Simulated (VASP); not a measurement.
An input for Ansatz (written as the equivalent of a VASP run, and not itself run):

Ansatz 0.2 input:
```yaml
crystal:
  lattice:
    - [0.0000000, 2.4900000, 2.4900000]
    - [2.4900000, 0.0000000, 2.4900000]
    - [2.4900000, 2.4900000, 0.0000000]
  atoms:
    - { symbol: In, position: [0.0000000, 0.0000000, 0.0000000] }
    - { symbol: N, position: [0.2500000, 0.2500000, 0.2500000] }
kpoints:
  mp_grid: { grid: [8, 8, 8] }
hamiltonian:
  xc: pbe
  pseudopotentials: { kind: paw }
scf:
  occupations: { method: tetrahedron }
  max_iter: 100
output: { forces: true, stress: true, eigenvalues: true }
```

Problem. Translate this input to VASP (INCAR, KPOINTS, POSCAR, choice of POTCAR).

Solution. This is not unique; one that fits is 
### KPOINTS
```
Automatic mesh
0
G
8 8 8
0 0 0
```

**POSCAR**
```
InN
1
    0.0000000000     2.4900000000     2.4900000000
    2.4900000000     0.0000000000     2.4900000000
    2.4900000000     2.4900000000     0.0000000000
In N
1 1
Direct
  0.0000000000   0.0000000000   0.0000000000
  0.2500000000   0.2500000000   0.2500000000
```

**INCAR**
```
! general
SYSTEM =InN
PREC   =Accurate
ENCUT  =520
LREAL  =.FALSE.
LASPH  =.TRUE.

! electronic loop
EDIFF  =1E-6
NELM   =100
ALGO   =Normal
LMAXMIX=4

! smearing
ISMEAR =-5

! functional
GGA    =PE

! ions
ISIF   =2

! output
LWAVE  =.FALSE.
LCHARG =.FALSE.
```

POTCAR, in this order: In_d N (PBE.64 set). Program: vasp_std.

Limits of the translation: each code has its own PAW files, so the cut-off isn't converted (ENCUT is set for VASP's; basis.ecutwfc is left out, and Ansatz then takes the one that its files recommend); Ansatz stops its SCF on the density residual and VASP on the energy change (EDIFF).

The compound is InN in the zinc blende structure, a metastable form; wurtzite is the usual one. The cell was not relaxed at this level. The run is one of a series of settings (ISMEAR = -5, SIGMA removed against the base run), some of them coarse on purpose.
